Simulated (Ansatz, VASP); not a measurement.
**Sb: VASP beside Ansatz**

```
Sb
1.0
     3.16000    0.00000    0.00000
     0.00000    3.16000    0.00000
     0.00000    0.00000    3.16000
Sb
1
Cartesian
  0.0000 0.0000 0.0000
```

This isn't the form of Sb at room conditions, which is rhombohedral.

Alike in both runs: functional PBEsol; k mesh 5 × 5 × 5; occupations fermi-dirac, width 0.05 eV; no spin polarisation.

|  | VASP | Ansatz |
| --- | --- | --- |
| version | VASP 6.6.1 | Ansatz 0.2.0 |
| potentials or method | VASP PAW PBE potentials, release 64 (Sb) | Ansatz PAW |
| plane-wave cutoff (eV) | 520 | 420 |
| valence electrons in the cell | 5 | 15 |
| task | single point | band structure |

```csv
,VASP,Ansatz,Ansatz less VASP
gap on the k mesh at the Fermi level (eV),none,none,-
pressure (GPa),-4.7,-4.8,-0.04
```

A gap of «none» marks a metal or a gap that the smearing closes. The functional is the same, so the differences come from potentials, cutoffs and numerics. The two sets of potentials don't hold the same shells in valence.

Caveats: the k mesh is coarse (spacing up to 0.40 Å⁻¹), so the values aren't converged; the PAW data sets were made with another functional, which shifts forces and pressure a little (VASP); spin-orbit coupling is left out, which moves the levels of the heavy elements (Ansatz); the PAW data sets come from PBE, with cores solved anew for the run's functional, which leaves a small shift of forces and pressure (Ansatz). The runs have no spin-orbit coupling, so splittings on Sb are missing.
